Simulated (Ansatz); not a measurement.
All cells: G0W0@PBE, full frequency by contour deformation, all-electron datasets in plane waves (scalar-relativistic, Gaussian nuclei) (Ansatz); response cutoff 200 eV, empty bands to 200 eV, primitive cells on a 4×4×4 mesh, no spin-orbit coupling. Band edges are those of the mesh. The mesh is coarse, the sums aren't at the basis limit and many cells are compressed or hypothetical, so the values aren't those of the ambient crystals.

Q: Which cell has the electronic dielectric constant on this mesh equal to 2.4?
A. TiO$_{2}$ (Fm-3m), 3 atoms, 8.4 Å³ an atom
B. NaF (Fm-3m), 2 atoms, 11.9 Å³ an atom
C. KBr (Fm-3m), 2 atoms, 34.6 Å³ an atom

A: C. The others: TiO2 9.7, NaF 1.8.

Model cells at fixed atoms, which needn't be the relaxed known crystals. Coarse meshes can put the dielectric constant off by a tenth and more.
